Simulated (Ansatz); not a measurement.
# SiC: zinc blende against rock salt under pressure

Which form of SiC has the lower enthalpy, and does pressure change the order? Both are relaxed at the same set pressures.

Calculated with Ansatz 0.2.0, PBEsol, PAW files of the set soft_1, cutoff 600 eV, Fermi–Dirac smearing 0.02 eV, k-mesh 11×11×11, no spin polarisation, no spin-orbit coupling.

The rock salt cell takes smearing 0.05 eV and a 18×18×18 mesh.

Near zero pressure the zinc blende cell (F-43m, 2 atoms) is a = 3.0807 Å, b = 3.0807 Å, c = 3.0807 Å, α = 60.00°, β = 60.00°, γ = 60.00°; the rock salt cell (Fm-3m, 2 atoms) is a = 2.8527 Å, b = 2.8527 Å, c = 2.8527 Å, α = 60.00°, β = 60.00°, γ = 60.00°.

```
P (GPa)  V, zinc blende (Å³)  V, rock salt (Å³)  ΔE (meV)  ΔH = ΔE + PΔV (meV)
     −4               21.065             16.681    1307.8               1417.2
      0               20.674             16.415    1309.4               1309.4
      5               20.233             16.111    1307.3               1178.6
     15               19.468             15.575    1293.1                928.7
     20               19.132             15.347    1281.4                808.9
     30               18.531             14.931    1252.7                578.6
```

Values are for a formula unit, differences are rock salt less zinc blende, and 1 GPa Å³ = 6.2415 meV. **Question.** Give ΔH at 10 GPa, a row left out above, and the pressure at which the two forms cross, if they do.

Least squares with ΔH = h0 + h1 P + h2 P² gives h0 = 1309.7 meV, h1 = −26.47 meV/GPa and h2 = 0.070 meV/GPa². Since dH/dP = V, the slope should equal ΔV: −4.259 Å³ × 6.2415 = −26.58 meV/GPa at 0 GPa. At 10 GPa the fit gives 1052.1 meV. The run itself gives 1051.9 meV, so the estimate misses by 0.2 meV; the fitted rows themselves lie up to 0.6 meV off the law.

ΔH keeps its sign from -4 to 30 GPa, so the zinc blende form stays lower over the range; the rock salt form is denser and gains with pressure. This compares two forms alone, at zero temperature, without vibrations or barriers; other forms may lie lower.

[Logs are printed without paths, hosts, clocks, repeated set-up lines and the standing remarks that a program may print on its own settings, such as how far it seeks lower states.]
